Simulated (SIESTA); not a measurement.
## SiC (Moissanite 6H) under changes of volume

One of the cells (10.487 Å³/atom); the others are scaled copies at fixed shape and fractional positions:

```
CELL_PARAMETERS angstrom
3.09500 0.00000 0.00000
-1.54750 2.68035 0.00000
0.00000 0.00000 15.17000
ATOMIC_POSITIONS crystal
Si 0.66667 0.33333 0.45830
Si 0.33333 0.66667 0.95830
Si 0.66667 0.33333 0.79170
Si 0.33333 0.66667 0.29170
Si 0.00000 0.00000 0.62500
Si 0.00000 0.00000 0.12500
C 0.66667 0.33333 0.33330
C 0.33333 0.66667 0.83330
C 0.66667 0.33333 0.66670
C 0.33333 0.66667 0.16670
C 0.00000 0.00000 0.50000
C 0.00000 0.00000 0.00000
```

- Program: SIESTA 5.4.2
- Functional: PBEsol
- Potentials or basis: PseudoDojo 0.4 standard (PBEsol files)
- Basis: DZP (energy shift 0.002 Ry)
- Grid cutoff: 500 Ry
- Energy shift: 0.002 Ry
- k mesh: 10 × 10 × 2
- Occupations: fermi-dirac, width 0.05 eV
- Spin: no spin polarisation

| volume (Å³/atom) | energy over the lowest point (meV/atom) | pressure (GPa) | gap on the mesh (eV) | largest force (eV/Å) |
| --- | --- | --- | --- | --- |
| 9.858 | ? | ? | ? | ? |
| 10.068 | 12.52 | 9.8 | 1.89 | 0.148 |
| 10.277 | 3.09 | 4.7 | 1.90 | 0.144 |
| 10.487 | 0.00 | 0.1 | 1.91 | 0.141 |
| 10.697 | 2.72 | -4.2 | 1.91 | 0.138 |
| 10.907 | 10.73 | -8.0 | 1.91 | 0.135 |
| 11.116 | 23.46 | -11.4 | 1.92 | 0.132 |

Q: What does the run at 9.858 Å³/atom give?

A: Energy over the lowest point 29.02 meV/atom; pressure 15.5 GPa; gap on the mesh 1.89 eV; largest force 0.152 eV/Å.

Worked out: A Birch-Murnaghan fit of order 3 (a polynomial in V^(-2/3)) to the other rows has its minimum at 10.49 Å³/atom with B0 = V·E''(V) = 221 GPa and B' = 3.8 at fixed shape and positions, which overstates the stiffness. It gives 29.03 meV/atom at 9.858 Å³/atom, against the run's 29.02, and -dE/dV = 15.5 GPa, against 15.5. A straight line through the other rows of the gap, of slope 0.26 eV per unit of ln V, extrapolates to 1.89 eV, against the run's 1.89.

Energies are extrapolated to zero smearing.

Caveats: the basis of atomic orbitals isn't converged, which shifts pressures, moduli and gaps.

A mesh can miss the band edges.
